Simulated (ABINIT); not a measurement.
# Zr (P6_3/mmc) in ABINIT: a series of runs

The runs below take Zr through band structure, with PBE.

Program: ABINIT 10.8.3 (patched build). These are calculated values, not measurements. Logs are shortened: lines on timing, memory, paths and dates and some standing lists are left out, and cuts for length are marked. The log counts tension as positive stress, the text compression.

### 1 The structure

Symmetry: P6_3/mmc, No. 194, hexagonal system. Conventional cell: a = 3.232 Å, b = 3.232 Å, c = 5.147 Å, α = 90.00°, β = 90.00°, γ = 120.00°. Zr (site symmetry -6m2) is surrounded by 12 Zr at 3.18 to 3.23 Å.

### 2 Band structure, PBE

File run.abi:

```
# Datasets: ground state, then fixed potential
ndtset 2

# Pseudopotentials
pp_dirpath "./"
pseudos "Zr.GGA_PBE-JTH.xml"

# Structure
acell 3.232 3.232 5.147 Angstrom
rprim
     1.0000000000     0.0000000000     0.0000000000
    -0.5000000000     0.8660254038     0.0000000000
     0.0000000000     0.0000000000     1.0000000000
ntypat 1
znucl 40
natom 2
typat 1 1
xred
     0.6666666667     0.3333333333     0.7500000000
     0.3333333333     0.6666666667     0.2500000000

# Plane-wave basis
ecut 17.0
pawecutdg 34.0
pawxcdev 0

# Exchange and correlation
ixc 11

# Bands and occupations
occopt 3
tsmear 0.00183747

# SCF cycle
nstep 100

# Output
iomode 3
prtwf 0
prteig 0
prtebands 0
prtden1 1

# Dataset 1
kptopt1 1
ngkpt1 9 9 5
nshiftk1 1
shiftk1 0.0 0.0 0.0
nband1 16
tolvrs1 1.0e-9

# Dataset 2: bands along G-M-K-G-A-L-H-A
iscf2 -2
getden2 1
nband2 22
nbdbuf2 4
tolwfr2 1.0e-11
kptopt2 -7
ndivsm2 5
prteig2 1
prtvol2 -3
kptbounds2
     0.0000000000     0.0000000000     0.0000000000
     0.5000000000     0.0000000000     0.0000000000
     0.3333333333     0.3333333333     0.0000000000
     0.0000000000     0.0000000000     0.0000000000
     0.0000000000     0.0000000000     0.5000000000
     0.5000000000     0.0000000000     0.5000000000
     0.3333333333     0.3333333333     0.5000000000
     0.0000000000     0.0000000000     0.5000000000
```

Potentials or basis: JTH PAW PBE v2.0.

Run with:

```bash
$ abinit run.abi > log 2>&1
```

run.abo:

```text
.Version 10.8.3 of ABINIT
 DATASET    1 : space group P6_3/m m c (#194); Bravais hP (primitive hexag.)
================================================================================
 Values of the parameters that define the memory need for DATASET  1.
     intxc =       0    ionmov =       0      iscf =      17    lmnmax =      18
     lnmax =       6     mgfft =      40  mpssoang =       3    mqgrid =    3001
     natom =       2  nloc_mem =       2    nspden =       1   nspinor =       1
    nsppol =       1      nsym =      24    n1xccc =       1    ntypat =       1
    occopt =       3   xclevel =       2
       mpw =        1062          nfft =       23040          nkpt =          36
 PAW method is used; the additional fine FFT grid is defined by:
   mgfftf=        54    nfftf =     69984
================================================================================
================================================================================

 DATASET    2 : space group P6_3/m m c (#194); Bravais hP (primitive hexag.)
================================================================================
 Values of the parameters that define the memory need for DATASET  2.
     intxc =       0    ionmov =       0      iscf =      -2    lmnmax =      18
     lnmax =       6     mgfft =      40  mpssoang =       3    mqgrid =    3001
     natom =       2  nloc_mem =       2    nspden =       1   nspinor =       1
    nsppol =       1      nsym =      24    n1xccc =       1    ntypat =       1
    occopt =       3   xclevel =       2
       mpw =        1086          nfft =       23040          nkpt =          56
 PAW method is used; the additional fine FFT grid is defined by:
   mgfftf=        54    nfftf =     69984
================================================================================
================================================================================

--------------------------------------------------------------------------------
------------- Echo of variables that govern the present computation ------------
--------------------------------------------------------------------------------
 -outvars: echo values of preprocessed input variables --------
            acell      6.1075948389E+00  6.1075948389E+00  9.7264203700E+00 Bohr
              amu      9.12240000E+01
             ecut      1.70000000E+01 Hartree
           getden1          0
           getden2          1
             iscf1         17
             iscf2         -2
              ixc          11
           jdtset        1    2
           kptopt1          1
           kptopt2         -7
         kptrlatt        9    0    0      0    9    0      0    0    5
          kptrlen1     4.86321019E+01
          kptrlen2     3.00000000E+01
            natom           2
            nband1         16
            nband2         22
           nbdbuf1          0
           nbdbuf2          4
           ndtset           2
           ndivsm1          0
           ndivsm2          5
            ngfft          24      24      40
          ngfftdg          36      36      54
             nkpt1         36
             nkpt2         56
            nstep         100
             nsym          24
           ntypat           1
           occopt           3
        pawecutdg      3.40000000E+01 Hartree
         pawxcdev           0
        prtebands           0
           prteig1          0
           prteig2          1
           prtvol1          0
           prtvol2         -3
            prtwf           0
            rprim      1.0000000000E+00  0.0000000000E+00  0.0000000000E+00
                      -5.0000000000E-01  8.6602540380E-01  0.0000000000E+00
                       0.0000000000E+00  0.0000000000E+00  1.0000000000E+00
           shiftk1     0.00000000E+00  0.00000000E+00  0.00000000E+00
           shiftk2     5.00000000E-01  5.00000000E-01  5.00000000E-01
          spgroup         194
           tolvrs1     1.00000000E-09
[... 245 lines left out ...]

================================================================================
 Non-SCF case, kpt    1 (  0.00000  0.00000  0.00000), residuals and eigenvalues=
  8.58E-12  2.20E-12  2.39E-12  1.74E-12  9.00E-12  7.40E-12  5.19E-12  3.22E-12
  2.23E-12  2.90E-12  1.57E-12  7.22E-12  4.26E-12  1.94E-12  4.23E-12  4.28E-12
  8.77E-12  3.45E-12  5.50E-12  6.56E-11  9.10E-07  4.98E-06
 -1.3854E+00 -1.3797E+00 -5.9612E-01 -5.6418E-01 -5.6418E-01 -5.5915E-01
 -5.5898E-01 -5.5898E-01  2.0202E-01  2.9843E-01  4.4145E-01  4.4145E-01
  4.4700E-01  4.5267E-01  4.6693E-01  4.6693E-01  4.8823E-01  4.8823E-01
  5.7263E-01  5.7263E-01  7.4564E-01  7.9549E-01
 Non-SCF case, kpt    2 (  0.05556  0.00000  0.00000), residuals and eigenvalues=
  2.69E-12  4.74E-12  4.93E-12  2.80E-12  3.48E-12  4.82E-12  5.42E-12  6.78E-12
  5.86E-13  4.00E-12  6.45E-12  1.09E-12  3.07E-12  2.41E-12  7.80E-12  1.96E-12
[... 423 lines left out ...]
  2.10E-12  7.46E-12  2.24E-12  8.29E-12  4.79E-12  6.48E-12  3.60E-12  9.89E-12
  4.12E-12  5.02E-12  1.49E-12  1.40E-12  1.81E-09  2.74E-08
 -1.3825E+00 -1.3825E+00 -5.7838E-01 -5.7838E-01 -5.6208E-01 -5.6208E-01
 -5.6176E-01 -5.6176E-01  2.6729E-01  2.6729E-01  4.0836E-01  4.0836E-01
  4.3752E-01  4.3752E-01  4.4002E-01  4.4002E-01  5.5415E-01  5.5415E-01
  5.5528E-01  5.5528E-01  7.9549E-01  7.9549E-01
 Non-SCF case, kpt   56 (  0.00000  0.00000  0.50000), residuals and eigenvalues=
  3.01E-12  3.52E-12  4.94E-12  4.26E-12  2.42E-12  2.83E-12  3.96E-12  7.40E-12
  4.92E-12  9.70E-12  1.67E-12  2.86E-12  2.25E-12  2.23E-12  2.23E-12  5.42E-12
  3.99E-12  7.71E-12  2.10E-12  8.38E-12  3.94E-11  3.02E-10
 -1.3826E+00 -1.3826E+00 -5.7828E-01 -5.7828E-01 -5.6160E-01 -5.6160E-01
 -5.6160E-01 -5.6160E-01  2.6477E-01  2.6477E-01  4.1135E-01  4.1135E-01
  4.3794E-01  4.3794E-01  4.3794E-01  4.3794E-01  5.5481E-01  5.5481E-01
  5.5481E-01  5.5481E-01  7.8969E-01  7.8969E-01

--- !ResultsGS
iteration_state: {dtset: 2, }
comment   : Summary of ground state results
lattice_vectors:
- [  6.1075948,   0.0000000,   0.0000000, ]
- [ -3.0537974,   5.2893323,   0.0000000, ]
- [  0.0000000,   0.0000000,   9.7264204, ]
lattice_lengths: [   6.10759,    6.10759,    9.72642, ]
lattice_angles: [ 90.000,  90.000, 120.000, ] # degrees, (23, 13, 12)
lattice_volume:   3.1421297E+02
convergence: {deltae:  0.000E+00, res2:  0.000E+00, residm:  9.975E-12, diffor:  0.000E+00, }
etotal    :  -9.50209208E+01
entropy   :   0.00000000E+00
fermie    :   4.10236592E-01
cartesian_stress_tensor: null
pressure_GPa: null
xred      :
- [  6.6667E-01,   3.3333E-01,   7.5000E-01, Zr]
- [  3.3333E-01,   6.6667E-01,   2.5000E-01, Zr]
cartesian_forces: null
force_length_stats: {min: null, max: null, mean: null, }
...

 Integrated electronic density in atomic spheres:
 ------------------------------------------------
 Atom  Sphere_radius  Integrated_density
    1        2.22030          9.01056067
    2        2.22030          9.01056067

================================================================================

 ----iterations are completed or convergence reached----

 Mean square residual over all n,k,spin=   47.173E-13; max=  99.748E-13
 reduced coordinates (array xred) for    2 atoms
       0.666666666667      0.333333333333      0.750000000000
       0.333333333333      0.666666666667      0.250000000000

 cartesian coordinates (angstrom) at end:
    1      1.61600000000000     0.93299803502720     3.86025000000000
    2      0.00000000000000     1.86599607005440     1.28675000000000
 length scales=  6.107594838934  6.107594838934  9.726420370047 bohr
              =  3.232000000000  3.232000000000  5.147000000000 angstroms
 Eigenvalues (hartree) for nkpt=  56  k points:
 kpt#   1, nband= 22, wtk=  1.00000, kpt=  0.0000  0.0000  0.0000 (reduced coord)
  -1.38537   -1.37969   -0.59612   -0.56418   -0.56418   -0.55915   -0.55898   -0.55898
   0.20202    0.29843    0.44145    0.44145    0.44700    0.45267    0.46693    0.46693
   0.48823    0.48823    0.57263    0.57263    0.74564    0.79549
 kpt#   2, nband= 22, wtk=  1.00000, kpt=  0.0556  0.0000  0.0000 (reduced coord)
  -1.38524   -1.37963   -0.59577   -0.56495   -0.56444   -0.55979   -0.55930   -0.55908
   0.20522    0.30137    0.43184    0.44440    0.44599    0.45479    0.46410    0.46970
   0.48436    0.48536    0.57479    0.58314    0.74640    0.80343
 kpt#   3, nband= 22, wtk=  1.00000, kpt=  0.1111  0.0000  0.0000 (reduced coord)
  -1.38486   -1.37948   -0.59475   -0.56718   -0.56516   -0.56208   -0.55975   -0.55938
   0.21455    0.30966    0.41798    0.42896    0.45316    0.45561    0.46578    0.47694
   0.47789    0.47790    0.58013    0.60785    0.74705    0.82544
 kpt#   4, nband= 22, wtk=  1.00000, kpt=  0.1667  0.0000  0.0000 (reduced coord)
  -1.38427   -1.37926   -0.59311   -0.57058   -0.56623   -0.56550   -0.56051   -0.55987
   0.22922    0.32142    0.40379    0.40776    0.44587    0.46746    0.46812    0.46890
   0.47795    0.49116    0.58656    0.63853    0.74476    0.85448
 kpt#   5, nband= 22, wtk=  1.00000, kpt=  0.2222  0.0000  0.0000 (reduced coord)
[... 193 lines left out ...]
   0.28507    0.28507    0.39293    0.39293    0.43035    0.43035    0.45566    0.45566
   0.54969    0.54969    0.56153    0.56153    0.82890    0.82890
 kpt#  54, nband= 22, wtk=  1.00000, kpt=  0.0606  0.0606  0.5000 (reduced coord)
  -1.38223   -1.38223   -0.57874   -0.57874   -0.56339   -0.56339   -0.56223   -0.56223
   0.27444    0.27444    0.40119    0.40119    0.43524    0.43524    0.44612    0.44612
   0.55225    0.55225    0.55725    0.55725    0.81080    0.81080
 kpt#  55, nband= 22, wtk=  1.00000, kpt=  0.0303  0.0303  0.5000 (reduced coord)
  -1.38247   -1.38247   -0.57838   -0.57838   -0.56208   -0.56208   -0.56176   -0.56176
   0.26729    0.26729    0.40836    0.40836    0.43752    0.43752    0.44002    0.44002
   0.55415    0.55415    0.55528    0.55528    0.79549    0.79549
 kpt#  56, nband= 22, wtk=  1.00000, kpt=  0.0000  0.0000  0.5000 (reduced coord)
  -1.38255   -1.38255   -0.57828   -0.57828   -0.56160   -0.56160   -0.56160   -0.56160
   0.26477    0.26477    0.41135    0.41135    0.43794    0.43794    0.43794    0.43794
   0.55481    0.55481    0.55481    0.55481    0.78969    0.78969

== END DATASET(S) ==============================================================
================================================================================

 -outvars: echo values of variables after computation  --------
            acell      6.1075948389E+00  6.1075948389E+00  9.7264203700E+00 Bohr
           etotal1    -9.5020920754E+01
            fcart1    -0.0000000000E+00 -0.0000000000E+00 -0.0000000000E+00
                      -0.0000000000E+00 -0.0000000000E+00 -0.0000000000E+00
            rprim      1.0000000000E+00  0.0000000000E+00  0.0000000000E+00
                      -5.0000000000E-01  8.6602540380E-01  0.0000000000E+00
                       0.0000000000E+00  0.0000000000E+00  1.0000000000E+00
           strten1    -4.1014269352E-06 -4.1014272076E-06 -3.3577974836E-05
                       0.0000000000E+00  0.0000000000E+00  0.0000000000E+00
           xangst      1.6160000000E+00  9.3299803503E-01  3.8602500000E+00
                       5.1375683450E-17  1.8659960701E+00  1.2867500000E+00
             xred      6.6666666667E-01  3.3333333333E-01  7.5000000000E-01
                       3.3333333333E-01  6.6666666667E-01  2.5000000000E-01
 Calculation completed.
```

It took 36 s on 1 thread of Intel Xeon Platinum 8488C (Sapphire Rapids), shared host; peak memory 0.13 GiB.

Results:

```yaml
Free_energy: -2585.6510 eV
Pressure: 0.4 GPa
Band_gap_on_the_k_mesh: none (metal or under the smearing width)
Valence_electrons_inside_the_program's_atomic_spheres: Zr 9.01 (radii [1.1749] Å)
```

Levels at the corners of the path, in eV from the Fermi level:
| point | band 10 | band 11 | band 12 | band 13 | band 14 | band 15 |
| --- | --- | --- | --- | --- | --- | --- |
| Γ | -3.04 | 0.85 | 0.85 | 1.00 | 1.15 | 1.54 |
| M | -2.52 | -2.15 | -0.23 | 0.52 | 0.77 | 1.45 |
| K | -1.37 | -1.37 | -1.15 | 0.25 | 0.25 | 1.79 |
| Γ | -3.04 | 0.85 | 0.85 | 1.00 | 1.15 | 1.54 |
| A | -3.96 | 0.03 | 0.03 | 0.75 | 0.75 | 0.75 |
| L | -2.88 | -1.07 | -1.07 | 1.61 | 1.61 | 2.19 |
| H | -1.45 | -1.29 | -1.29 | -0.05 | -0.05 | 2.03 |
| A | -3.96 | 0.03 | 0.03 | 0.75 | 0.75 | 0.75 |

### 3 Band structure, PBE, spin-orbit coupling, no magnetisation

Changes to run.abi since step 2:

```diff
@@ -33,2 +33,7 @@
 
+# Spin
+nspinor 2
+nspden 1
+pawspnorb 1
+
 # SCF cycle
@@ -44,3 +49,3 @@
 # Dataset 1
-kptopt1 1
+kptopt1 4
 ngkpt1 9 9 5
@@ -48,3 +53,3 @@
 shiftk1 0.0 0.0 0.0
-nband1 16
+nband1 32
 tolvrs1 1.0e-9
@@ -54,4 +59,4 @@
 getden2 1
-nband2 22
-nbdbuf2 4
+nband2 44
+nbdbuf2 8
 tolwfr2 1.0e-11
```

Potentials or basis: JTH PAW PBE v2.0.

Run with:

```bash
$ abinit run.abi > log 2>&1
```

run.abo:

```text
.Version 10.8.3 of ABINIT
 DATASET    1 : space group P6_3 2 2 (#182); Bravais hP (primitive hexag.)
================================================================================
 Values of the parameters that define the memory need for DATASET  1.
     intxc =       0    ionmov =       0      iscf =      17    lmnmax =      18
     lnmax =       6     mgfft =      40  mpssoang =       3    mqgrid =    3001
     natom =       2  nloc_mem =       2    nspden =       1   nspinor =       2
    nsppol =       1      nsym =      12    n1xccc =       1    ntypat =       1
    occopt =       3   xclevel =       2
       mpw =        1087          nfft =       23040          nkpt =          42
 PAW method is used; the additional fine FFT grid is defined by:
   mgfftf=        54    nfftf =     69984
================================================================================
================================================================================

[... 1590 lines left out ...]
   0.26480    0.26480    0.26480    0.26480    0.41128    0.41128    0.41128    0.41128
   0.43652    0.43652    0.43652    0.43652    0.43929    0.43929    0.43929    0.43929
   0.55417    0.55417    0.55417    0.55417    0.55551    0.55551    0.55551    0.55551
   0.78969    0.78969    0.78969    0.78969

== END DATASET(S) ==============================================================
================================================================================

 -outvars: echo values of variables after computation  --------
            acell      6.1075948389E+00  6.1075948389E+00  9.7264203700E+00 Bohr
           etotal1    -9.5027209636E+01
            fcart1    -0.0000000000E+00 -0.0000000000E+00 -0.0000000000E+00
                      -0.0000000000E+00 -0.0000000000E+00 -0.0000000000E+00
            rprim      1.0000000000E+00  0.0000000000E+00  0.0000000000E+00
                      -5.0000000000E-01  8.6602540380E-01  0.0000000000E+00
                       0.0000000000E+00  0.0000000000E+00  1.0000000000E+00
           strten1    -3.1502728781E-06 -3.1502731505E-06 -3.2742722253E-05
                       0.0000000000E+00  0.0000000000E+00  0.0000000000E+00
           xangst      1.6160000000E+00  9.3299803503E-01  3.8602500000E+00
                       6.4018178665E-17  1.8659960701E+00  1.2867500000E+00
             xred      6.6666666667E-01  3.3333333333E-01  7.5000000000E-01
                       3.3333333333E-01  6.6666666667E-01  2.5000000000E-01
 Calculation completed.
```

Run time: 2.7 min. Hardware: 1 thread of Intel Xeon Platinum 8488C (Sapphire Rapids), shared host; peak memory 0.19 GiB.

What came out:

- Free energy: -2585.8221 eV
- Pressure: 0.4 GPa
- Band gap on the k mesh: none (metal or under the smearing width)
- Valence electrons inside the program's atomic spheres: Zr 9.01 (radii [1.1749] Å)

Levels at the corners of the path, in eV from the Fermi level:
```tsv
point	band 20	band 21	band 22	band 23	band 24	band 25	band 26	band 27	band 28	band 29
Γ	-3.04	0.80	0.80	0.90	0.90	1.00	1.00	1.16	1.16	1.49
M	-2.52	-2.15	-2.15	-0.23	-0.23	0.52	0.52	0.77	0.77	1.45
K	-1.41	-1.33	-1.33	-1.15	-1.15	0.23	0.23	0.27	0.27	1.80
Γ	-3.04	0.80	0.80	0.90	0.90	1.00	1.00	1.16	1.16	1.49
A	-3.96	0.03	0.03	0.03	0.03	0.72	0.72	0.72	0.72	0.79
L	-2.88	-1.06	-1.06	-1.06	-1.06	1.61	1.61	1.61	1.61	2.20
H	-1.44	-1.32	-1.32	-1.26	-1.26	-0.08	-0.08	-0.02	-0.02	1.99
A	-3.96	0.03	0.03	0.03	0.03	0.72	0.72	0.72	0.72	0.79
```
